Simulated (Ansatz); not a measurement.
Input and output for CdS (rocksalt type): DFT, PBEsol, all-electron LAPW, scalar-relativistic (Ansatz 0.2.0). This run: volume at 0.64 of the series' base cell.

The cell comes from a relaxation on PAW files under the same functional, begun from a prototype that needn't be the stable phase.

Command: `ansatz run input.yaml --threads 1 --pin off --max-ram 2048MiB --backend cpu --events-out ev --progress --plain --runs-dir out` It took 17 s on 1 thread of Arm Neoverse V2 (shared host), peak memory 0.4 GiB.

```yaml
crystal:
  lattice:
    - [0.0, 2.3255329754, 2.3255329754]
    - [2.3255329754, 0.0, 2.3255329754]
    - [2.3255329754, 2.3255329754, 0.0]
  atoms:
    - { symbol: Cd, position: [0.0, 0.0, 0.0] }
    - { symbol: S, position: [0.5, 0.5, 0.5] }
kpoints:
  mp_grid: { grid: [13, 13, 13] }
scf:
  occupations: { method: fermi_dirac, width: 0.08 }
hamiltonian:
  xc: pbesol
  pseudopotentials: { kind: all_electron, lapw: { basis_error: 0.001 } }
output:
  forces: true
  stress: true
  eigenvalues: true
  populations: true
```

Output:

```
Cd: projections on atomic orbitals take those of the free atom 1s2 2s2 2p6 3s2 3p6 3d10 4s2 4p6 4d10 5s2, of charge +0.00 (hamiltonian.pseudopotentials.projection_atoms)
S: projections on atomic orbitals take those of the free atom 1s2 2s2 2p6 3s2 3p4, of charge +0.00 (hamiltonian.pseudopotentials.projection_atoms)
LAPW: plane waves up to 8.880 Å⁻¹, error target 1.0e-3 eV per atom; small_component_spin mean_spin; S in spheres of 1.013 Å, 14 of its electrons in bands, Dirac shells []; Cd in spheres of 1.313 Å, 30 of its electrons in bands, Dirac shells [] (how accurate: hamiltonian.pseudopotentials.lapw.basis_error, Limitations)
Engine: ansatz 0.2.0
Pseudopotentials: kind: all_electron
Pseudopotential: Cd, LAPW, valence charge 30, lapw/all_electron/scalar/gaussian/Cd, Koelling and Harmon's equation, gaussian nucleus
Pseudopotential: S, LAPW, valence charge 14, lapw/all_electron/scalar/gaussian/S, Koelling and Harmon's equation, gaussian nucleus
Functional definition: PBEsol
  exchange = pbesol_x
  correlation = pbesol_c
Crystal: 2 atoms, lattice volume = 25.153 Å³
Basis set: ecut = 300.4082768874191 eV, 307 PW (Γ), exchange–correlation at level 2
Bands: 27, of which v1, the nominal top of the filled ones, is band 22 counted from 1 (21 counted from 0)
Symmetry: 48 space group operations
Space group: Fm-3m (ITA 225), of the structure as read, at distance tolerance 2.9e-5 Å
k-points: 84 of 2197
Non-local potential: Cd, projectors of the file, none
Non-local potential: S, projectors of the file, none
Initial density: superposition of atomic densities (chi_scale 0.1, normalization cell, long waves kept (reshape's long-wave potential 0.00 eV rms))
Initial wavefunctions: plane waves of lowest kinetic energy (no species holds an atomic orbital)
Functional: x = pbesol(κ = 0.804, μ = 0.12345679012345678), c = pbesol(β = 0.046)
iter 1 solved again at ethr=3.02e-3 eV; its pass at ethr=1.00e-1 eV (dr2=1.33e0 eV) is discarded
SCF iter   1: F=—  HF=-163009.274197 eV  |F-HF|=—  |Δ(HF+E_count)|=         —  Δρ=6.13e-2  dr2=1.33e0  ethr=3.02e-3  ⟨swp⟩=2.0  Hψ=14295  notcnv=0
preconditioner: auto → Kerker (q_TF=auto, 2.995 Å⁻¹)  [metal: Δε(μ)=0.222 eV  Ē_g=15.677 eV  σ=0.080 eV  W_gap=0.47  n_scr=14 (ndim 8)  ℏωp=31.4 eV  f_vac=0.000  D(μ)=0.05/eV (n_scr^D=0)]
SCF iter   2: F=—  HF=-163008.740742 eV  |F-HF|=—  |Δ(HF+E_count)|=   5.33e-1  Δρ=3.26e-2  dr2=3.90e-1  ethr=3.02e-3  ⟨swp⟩=2.6  Hψ=6282  notcnv=0
preconditioner: auto → none  [insulator: Δε(μ)=0.330 eV  Ē_g=16.214 eV  σ=0.080 eV  W_gap=0.75  n_scr=14 (ndim 8)  ℏωp=31.4 eV  f_vac=0.000  D(μ)=0.08/eV (n_scr^D=0)  ε∞_Penn≈4.8]
iter 3 solved again at ethr=2.33e-5 eV; its pass at ethr=8.87e-4 eV (dr2=1.03e-2 eV) is discarded
SCF iter   3: F=—  HF=-163008.605431 eV  |F-HF|=—  |Δ(HF+E_count)|=   1.35e-1  Δρ=6.84e-3  dr2=1.03e-2  ethr=2.33e-5  ⟨swp⟩=2.0  Hψ=10904  notcnv=0
SCF iter   4: F=—  HF=-163008.604085 eV  |F-HF|=—  |Δ(HF+E_count)|=         —  Δρ=2.14e-3  dr2=4.87e-4  ethr=2.33e-5  ⟨swp⟩=2.0  Hψ=6224  notcnv=0
the basis was enlarged: its passes take 67.9 KiB over the memory plan, 1 of 1 planned eigensolver slots
SCF iter   5: F=—  HF=-163008.602741 eV  |F-HF|=—  |Δ(HF+E_count)|=   1.34e-3  Δρ=3.81e-4  dr2=1.86e-5  ethr=1.11e-6  ⟨swp⟩=2.1  Hψ=6236  notcnv=0
SCF iter   6: F=—  HF=-163008.602742 eV  |F-HF|=—  |Δ(HF+E_count)|=   1.14e-6  Δρ=4.62e-5  dr2=5.20e-7  ethr=4.23e-8  ⟨swp⟩=2.0  Hψ=6223  notcnv=0
SCF iter   7: F=-163008.602741 eV  HF=-163008.602741 eV  |F-HF|=7.86e-10  |Δ(HF+E_count)|=   7.12e-7  Δρ=3.51e-6  dr2=1.50e-9  ethr=1.18e-9  ⟨swp⟩=2.8  Hψ=6320  notcnv=0
SCF 1 converged in 7 iterations: F = -163008.602741 eV  dr2 = 1.50e-9
SCF converged after 7 iterations
Free energy (F): -163008.602741 eV
Harris-Foulkes:  -163008.602741 eV  (|F-HF|=7.86e-10)
Internal energy: -163008.598683 eV  (E = F + TS)
E sigma→0 (E₀):  -163008.600712 eV
Entropy (-TS):   -0.004059 eV (-2.029 meV/atom)
Fermi energy:    22.228204 eV
--- Per-component energies (eV) ---
  E_band       = -5001.511073
  E_kinetic    = 170327.577896
  E_xc         = -4829.127437
  E_electrostatic = -328507.049142  (all electrons and nuclei)
  E_smearing   = -0.004059  (= −TS)
  E_closure    = 0.000000  (closes the sum)
  E_atoms      = -163005.034092  (free atoms, spherical and without spin; not in F)
  Σ components = -163008.602741   (vs F -163008.602741, Δ=0.00e0)
  Basis errors (estimates in eV, not in F): energy 3.8e-4 per atom: plane waves 3.4e-4 (1.9e-4 summed), levels above the bands 4.1e-60, relativity 1.4e-8, radial functions 3.3e-5, core shells 3.2e-8; eigenvalues (radial functions only) 2.0e-6; not estimated: angular momenta, meshes, grids; target (lapw.basis_error) 1.0e-3; muffin-tin radii S 1.013 Å, Cd 1.313 Å
--- Forces (eV/Å), atoms counted from 1 ---
  atom   1  Cd    -0.00000000     0.00000000     0.00000000
  atom   2  S      0.00000000    -0.00000000     0.00000000
  max |Σ_I F_I| component: 1.48e-30 eV/Å
--- Stress (GPa, compression-positive) ---
      106.011917       0.000000       0.000000
        0.000000     106.011917       0.000000
        0.000000       0.000000     106.011917
  P = ⅓ Tr σ = 106.0119 GPa (1060.119 kbar)
--- Band table (eV; the first three rows and the last of 84) ---
  k-point 0: bands = ["-368.6206", "-368.6206", "-368.6206", "-368.6097", "-368.6097", "-183.3911", "-128.4130", "-128.4130", "-128.4130", "-81.3111", "-42.4475", "-42.4475", "-42.4475", "4.1414", "11.8973", "11.8973", "11.8973", "11.9137", "11.9137", "19.6057", "19.6057", "19.6057", "25.8677", "30.8674", "30.8674", "30.8674", "31.5021"]
  k-point 1: bands = ["-368.6206", "-368.6206", "-368.6206", "-368.6097", "-368.6097", "-183.3911", "-128.4130", "-128.4130", "-128.4130", "-81.3110", "-42.4488", "-42.4477", "-42.4477", "4.2482", "11.8394", "11.8394", "11.8607", "11.9411", "11.9411", "19.1259", "19.7417", "19.7417", "26.3214", "29.8312", "30.8223", "30.8223", "32.5871"]
  k-point 2: bands = ["-368.6206", "-368.6206", "-368.6206", "-368.6097", "-368.6097", "-183.3911", "-128.4130", "-128.4130", "-128.4130", "-81.3108", "-42.4525", "-42.4483", "-42.4483", "4.5625", "11.6516", "11.6516", "11.7434", "12.0565", "12.0565", "18.0437", "20.1163", "20.1163", "26.9315", "29.1373", "30.4667", "30.4667", "33.1323"]
  k-point 83: bands = ["-368.6206", "-368.6206", "-368.6206", "-368.6097", "-368.6097", "-183.3911", "-128.4130", "-128.4130", "-128.4130", "-81.3093", "-42.4635", "-42.4617", "-42.4564", "6.5444", "11.2675", "11.4866", "11.5931", "12.8841", "14.3278", "15.6538", "15.9033", "17.0420", "26.8469", "28.8269", "28.8904", "30.3885", "35.9296"]
--- Löwdin populations: 2 sites ---
  site symbol       q [e]
     0     Cd     46.6318
     1      S     17.1089
  spilling = 0.004052 (of n_electrons = 64.000000)
```

populations.tsv:

```
# site	symbol	l	j	q
# orbitals = lowdin
# n_electrons = 64.000000
# spilling = 0.004052
# projection_atom_Cd: 1s2 2s2 2p6 3s2 3p6 3d10 4s2 4p6 4d10 5s2
# projection_atom_S: 1s2 2s2 2p6 3s2 3p4
0	Cd	0_1S	-	1.999998
0	Cd	0_2S	-	1.999934
0	Cd	0_3S	-	1.998925
0	Cd	0_4S	-	1.982845
0	Cd	0_5S	-	0.730551
0	Cd	1_2P	-	6.000000
0	Cd	1_3P	-	5.999986
0	Cd	1_4P	-	5.998720
0	Cd	2_3D	-	9.999996
0	Cd	2_4D	-	9.920804
1	S	0_1S	-	1.999951
1	S	0_2S	-	1.996758
1	S	0_3S	-	1.825991
1	S	1_2P	-	5.999482
1	S	1_3P	-	5.286755
```

Next run (volume at 0.55 of the series' base cell), as changes to the input before:

```diff
   lattice:
-    - [0.0, 2.3255329754, 2.3255329754]
-    - [2.3255329754, 0.0, 2.3255329754]
-    - [2.3255329754, 2.3255329754, 0.0]
+    - [0.0, 2.2109728379, 2.2109728379]
+    - [2.2109728379, 0.0, 2.2109728379]
+    - [2.2109728379, 2.2109728379, 0.0]
   atoms:
   mp_grid: { grid: [13, 13, 13] }
+  band_path:
+    path:
+      - [0.0, 0.0, 0.0]
+      - [0.5, 0.0, 0.5]
+      - [0.625, 0.25, 0.625]
+      - [0.375, 0.375, 0.75]
+      - [0.0, 0.0, 0.0]
+      - [0.5, 0.5, 0.5]
+      - [0.5, 0.25, 0.75]
+      - [0.5, 0.0, 0.5]
+    npoints: 8
 scf:
   populations: true
+  dos: { projected: true, de: 0.2, e_range: [-14, 8] }
```

Command: `ansatz run input.yaml --threads 1 --pin off --max-ram 2048MiB --backend cpu --events-out ev --progress --plain --runs-dir out` It took 21 s on 1 thread of Arm Neoverse V2 (shared host), peak memory 0.41 GiB.

Results part of the output:

```
SCF 1 converged in 7 iterations: F = -163005.330403 eV  dr2 = 4.37e-10
NSCF: frozen V_eff on 57 k-points
SCF converged after 7 iterations
Free energy (F): -163005.330403 eV
Harris-Foulkes:  -163005.330403 eV  (|F-HF|=4.37e-10)
Internal energy: -163005.325313 eV  (E = F + TS)
E sigma→0 (E₀):  -163005.327858 eV
Entropy (-TS):   -0.005090 eV (-2.545 meV/atom)
Fermi energy:    27.133280 eV
--- Per-component energies (eV) ---
  E_band       = -4833.563341
  E_kinetic    = 170355.725383
  E_xc         = -4833.884213
  E_electrostatic = -328527.166484  (all electrons and nuclei)
  E_smearing   = -0.005090  (= −TS)
  E_closure    = 0.000000  (closes the sum)
  E_atoms      = -163005.034092  (free atoms, spherical and without spin; not in F)
  Σ components = -163005.330403   (vs F -163005.330403, Δ=0.00e0)
  Basis errors (estimates in eV, not in F): energy 3.9e-4 per atom: plane waves 3.5e-4 (1.9e-4 summed), levels above the bands 3.6e-60, relativity 1.7e-8, radial functions 3.8e-5, core shells 1.9e-7; eigenvalues (radial functions only) 2.4e-6; not estimated: angular momenta, meshes, grids; target (lapw.basis_error) 1.0e-3; muffin-tin radii S 0.969 Å, Cd 1.242 Å
--- Forces (eV/Å), atoms counted from 1 ---
  atom   1  Cd    -0.00000000     0.00000000    -0.00000000
  atom   2  S      0.00000000    -0.00000000    -0.00000000
  max |Σ_I F_I| component: 2.24e-30 eV/Å
--- Stress (GPa, compression-positive) ---
      200.618939      -0.000000      -0.000000
       -0.000000     200.618939      -0.000000
       -0.000000      -0.000000     200.618939
  P = ⅓ Tr σ = 200.6189 GPa (2006.189 kbar)
--- Band table (eV; the first three rows and the last of 84) ---
  k-point 0: bands = ["-364.7379", "-364.7379", "-364.7379", "-364.7265", "-364.7265", "-179.1329", "-124.1377", "-124.1377", "-124.1377", "-77.5746", "-38.7310", "-38.7310", "-38.7310", "6.7613", "15.2759", "15.2759", "15.2759", "15.3230", "15.3230", "23.7446", "23.7446", "23.7446", "32.1356", "35.3892", "35.5862", "35.5862", "35.5862"]
  k-point 1: bands = ["-364.7379", "-364.7379", "-364.7379", "-364.7265", "-364.7265", "-179.1328", "-124.1377", "-124.1377", "-124.1377", "-77.5744", "-38.7337", "-38.7314", "-38.7314", "6.8884", "15.2182", "15.2182", "15.2215", "15.3425", "15.3425", "23.2862", "23.9270", "23.9270", "32.5477", "34.1828", "35.5140", "35.5140", "36.8774"]
  k-point 2: bands = ["-364.7379", "-364.7379", "-364.7379", "-364.7265", "-364.7265", "-179.1328", "-124.1377", "-124.1377", "-124.1377", "-77.5738", "-38.7414", "-38.7325", "-38.7325", "7.2633", "14.9726", "14.9726", "15.0519", "15.5019", "15.5019", "22.2079", "24.4267", "24.4267", "32.2205", "34.3495", "35.1169", "35.1169", "38.2390"]
  k-point 83: bands = ["-364.7379", "-364.7379", "-364.7379", "-364.7265", "-364.7265", "-179.1328", "-124.1377", "-124.1377", "-124.1377", "-77.5701", "-38.7642", "-38.7604", "-38.7493", "9.6148", "14.4451", "14.6213", "14.7718", "16.6745", "18.4281", "19.6509", "19.7499", "20.9637", "32.2550", "33.2470", "33.5299", "35.4671", "40.7013"]
--- Löwdin populations: 2 sites ---
  site symbol       q [e]
     0     Cd     46.5930
     1      S     17.0957
  spilling = 0.004864 (of n_electrons = 64.000000)
```
